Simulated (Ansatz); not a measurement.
Migration of O in C

All numbers below come from DFT PBE+D3(BJ), scalar-relativistic, plane waves, PAW in Ansatz 0.2.0. Settings: 420 eV cutoff, 4×4×4 k-mesh, Gaussian smearing of 0.10 eV, no spin polarisation.

Host crystal, relaxed:

```cif
data_structure
_symmetry_space_group_name_H-M 'P 1'
_symmetry_Int_Tables_number 1
_cell_length_a 2.4647
_cell_length_b 2.4647
_cell_length_c 3.5674
_cell_angle_alpha 90.000
_cell_angle_beta 90.000
_cell_angle_gamma 120.000
_cell_volume 18.77
loop_
_atom_site_label
_atom_site_type_symbol
_atom_site_fract_x
_atom_site_fract_y
_atom_site_fract_z
_atom_site_occupancy
C1 C 0.33333 0.66667 0.00000 1
C2 C 0.66667 0.33333 0.00000 1
```

In a supercell of 32 host sites, interstitial O hops to an equivalent place, moving 0.86 Å between the relaxed ends. Climbing-image nudged elastic band at fixed cell with images 0 (start) to 6 (end), the path measured over all atoms, converged to 0.05 eV/Å; the order of the saddle wasn't checked, and the small cell leaves errors of about a tenth of an eV.

Supercell rows in host cell vectors: 0 0 2; 2 3 1; -2 1 1. O was set at (0.000, 0.000, 0.500) of the host cell.

At the relaxed start O has 2 C at 1.46 Å, 4 C at 2.40 Å, 2 C at 2.50 Å.

(1) How high is the barrier, and where does the atom pass?

Results:

(1) 1.10 eV at image 3, where O has 4 C at 1.94 Å.

Cost: 1 run of about 14 core-minutes, on AMD EPYC 9R45 (Zen 5) (shared hosts).